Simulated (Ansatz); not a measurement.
# SiO2 under pressure: fit and missing row

SiO2, Fddd, a = 4.759 Å, b = 9.522 Å, c = 14.855 Å. This isn't the usual stable structure of the compound. Ansatz: PBE, PAW, 420 eV, Γ-centred 6×6×6 mesh on 12 atoms, Gaussian smearing 0.02 eV; no spin polarisation. Cell and atoms are relaxed at each pressure, and no other structure is tried, so the rows at high pressure may lie past a change of phase.

```tsv
V (Å³/atom)	P (GPa)
?	30.00
12.558	15.00
13.179	7.99
13.683	3.03
14.023	0.01
14.397	-3.01
```

Take V0 = 14.023 Å³/atom, count pressures from its P0 = 0.01 GPa, fit the third-order Birch–Murnaghan form to the other rows, and predict the missing volume.

With the Eulerian strain f = ½[(V0/V)^(2/3) − 1] and y = (P − P0)/[3f(1 + 2f)^(5/2)], the form is the line y = B0 + 1.5 B0 (B0′ − 4) f. Rows (f, y): 0.03817, 108.9; 0.02113, 113.5; 0.00825, 117.1; -0.00870, 120.9. Means f = 0.01471, y = 115.10; Σ(Δf)² = 0.001181, ΣΔfΔy = -0.3044; the slope is their ratio. y = 118.9 − 257.7 f GPa, so B0 = 118.9 GPa and B0′ = 4 + 2 × (-257.7)/(3 × 118.9) = 2.56. P = 30.00 GPa is met at f = 0.07126 (y = 100.54), so V = V0 (1 + 2f)^(−3/2) = 11.483 Å³/atom. The run gave 11.467 Å³/atom, so the fit is 0.016 Å³/atom too high, 0.55 % of the span of the series, against an rms of 0.001 Å³/atom on the fitted rows. The row lies outside the fitted range. A fourth-order term fitted to the same rows gives P = 29.56 GPa at this row's volume (the line 30.25, the run 30.00), no gain.